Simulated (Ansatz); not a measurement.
In2O3:

```
In O
1.0
     2.74350    1.58396    4.83667
    -2.74350    1.58396    4.83667
     0.00000   -3.16792    4.83667
In O
4 6
Cartesian
  0.0000 0.0000 12.4396
  0.0000 0.0000 9.3254
  0.0000 0.0000 2.0704
  0.0000 0.0000 5.1846
  -1.9259 -0.1679 6.0458
  0.8176 1.7519 6.0458
  1.1084 -1.5840 6.0458
  1.9259 0.1679 8.4642
  -0.8176 -1.7519 8.4642
  -1.1084 1.5840 8.4642
```

```yaml
Program: Ansatz 0.2.0
Task: single point
Functional: PBE
Potentials_or_basis: all-electron LAPW, scalar-relativistic
Cutoff: 384 eV (chosen from the basis error)
Basis_error_allowed: 0.001 eV/atom
k_mesh: 6 × 6 × 6
Occupations: fermi-dirac, width 0.05 eV
Spin: no spin polarisation
```

On this cell: pressure 8.4 GPa; largest force 0.128 eV/Å; band gap on the k mesh 1.31 eV, indirect (least direct gap 1.35 eV).

The same run follows on a disturbed copy (atoms moved at random, drawn with an rms of 0.05 Å):

```xyz
10
Lattice="2.7435 1.5840 4.8367 -2.7435 1.5840 4.8367 0.0000 -3.1679 4.8367" Properties=species:S:1:pos:R:3 pbc="T T T"
In    0.0136   -0.0032   12.4628
In   -0.0244    0.0017    9.3212
In   -0.0231    0.0019    2.0893
In   -0.0355   -0.0425    5.1445
O    -1.9203   -0.1630    6.0539
O     0.8210    1.7806    6.0820
O     1.0378   -1.6290    6.0300
O     1.9431    0.1262    8.4806
O    -0.7866   -1.7253    8.5013
O    -1.0910    1.5721    8.5092
```

What does the disturbed cell give?

The energy moves by +16.6 meV/atom; pressure 9.1 GPa; largest force 1.172 eV/Å; band gap on the k mesh 1.30 eV, indirect (least direct gap 1.33 eV).

Forces on the atoms (eV/Å):
```
In  -0.095 -0.300 -0.373
In   0.510 -0.045  0.666
In   0.232 -0.350 -0.132
In   0.507  0.685  0.805
O   -0.390 -0.156  0.129
O   -0.551 -0.376 -0.287
O    0.794  0.409  0.096
O   -0.297  0.413 -0.136
O   -0.321 -0.731 -0.382
O   -0.388  0.450 -0.385
```

Stress tensor (GPa, compression positive):
```
 9.66 -0.55 -0.06
-0.55  9.71 -0.14
-0.06 -0.14  8.04
```

Caveats: spin-orbit coupling is left out, which moves the levels of the heavy elements.

A k mesh can miss the band edges.
